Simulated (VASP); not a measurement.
A run of VASP 6.6.1:

INCAR

```
PREC = Accurate
ENCUT = 520
EDIFF = 1E-7
ISMEAR = 0
SIGMA = 0.15
LREAL = False
LASPH = True
NELM = 100
ALGO = Normal
ISIF = 2
LWAVE = False
LCHARG = False
GGA = PS
NBANDS = 8
```

Contents of KPOINTS:

```
Automatic mesh
0
Gamma
  24 24 24
```

The input POSCAR:

```
Al
1.0
   -1.5912186900      1.5912186900      1.5912186900
    1.5912186900     -1.5912186900      1.5912186900
    1.5912186900      1.5912186900     -1.5912186900
Al
1
Direct
    0.0000000000      0.0000000000      0.0000000000
```

Potentials or basis: VASP PAW PBE potentials, release 64 (Al).

Launch:

```sh
$ cat potpaw_PBE.64/Al/POTCAR > POTCAR
$ mpirun -np 1 vasp_std > vasp.out
```

Hardware: 1 thread of Intel(R) Xeon(R) Platinum 8259CL CPU @ 2.50GHz (Skylake/Cascade Lake), with other jobs on the host.

Question: Estimate the wall time of this run.

Answer: It took 33 s on 1 thread of Intel(R) Xeon(R) Platinum 8259CL CPU @ 2.50GHz (Skylake/Cascade Lake), with other jobs on the host, peak memory 0.15 GiB. Counts: scf iterations 11, k points 413.
